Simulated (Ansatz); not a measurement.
(102) slab cut from the bulk of C, P6/mmm (No. 191); the slab's formula is C:

```
C
1.0
     2.45881    0.00000    0.00000
     0.00000    9.52769    0.00000
     0.00000    0.00000   25.15907
C
12
Direct
  0.00000 0.13320 0.29810
  0.50000 0.16650 0.32334
  0.50000 0.23310 0.37381
  0.00000 0.26640 0.39905
  0.00000 0.33300 0.44953
  0.50000 0.36630 0.47476
  0.50000 0.43290 0.52524
  0.00000 0.46620 0.55047
  0.00000 0.53280 0.60095
  0.50000 0.56610 0.62619
  0.50000 0.63270 0.67666
  0.00000 0.66600 0.70190
```

Computed with DFT PBEsol, scalar-relativistic, plane waves, PAW in Ansatz. Plane waves to 420 eV, a k mesh through Γ of 14×4×1 on the computed 12-atom cell and Gaussian smearing (0.10 eV); no spin polarisation. The cell repeats along c with a dipole correction in the vacuum.

Q: What forces act on the atoms?

A:
```csv
atom,Fx (eV/Å),Fy (eV/Å),Fz (eV/Å)
C1,0.000,0.807,1.643
C2,0.000,-1.211,-2.445
C3,0.000,0.440,0.874
C4,0.000,-0.090,-0.177
C5,0.000,0.062,0.123
C6,0.000,-0.028,-0.057
C7,0.000,0.028,0.057
C8,0.000,-0.062,-0.123
C9,0.000,0.090,0.177
C10,0.000,-0.440,-0.874
C11,0.000,1.211,2.445
C12,0.000,-0.807,-1.643
```

The reference crystal is a form of C, which isn't its usual structure.

Cost: 1 run of about 2.4 core-minutes, on Intel Xeon Processor @ 2.50GHz (Skylake/Cascade Lake) (shared hosts).